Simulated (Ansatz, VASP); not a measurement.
Zn: VASP beside Ansatz

```
CELL_PARAMETERS angstrom
2.12840 0.00000 0.00000
0.00000 2.12840 0.00000
0.00000 0.00000 2.12840
ATOMIC_POSITIONS crystal
Zn 0.00000 0.00000 0.00000
```

Change from the starting cell: volume scaled by 0.6, LAPW.

Alike in both runs: task single point; functional LDA; k mesh 15 × 15 × 15; occupations fermi-dirac, width 0.1 eV; no spin polarisation.

|  | VASP | Ansatz |
| --- | --- | --- |
| version | VASP 6.6.1 | Ansatz 0.2.0 |
| potentials or method | VASP PAW LDA potentials, release 64 (Zn), cutoff 520 eV | all-electron LAPW, scalar-relativistic |

```csv
,VASP,Ansatz,Ansatz less VASP
pressure (GPa),131.0,127.7,-3.38
```

Ansatz ran all-electron here, so the differences hold the error of VASP's frozen core and of both bases.

Caveats: the cell as given lies far from equilibrium; so large a pressure means that the cell lies far from this level's equilibrium, or that cutoff or potentials fall short (VASP).
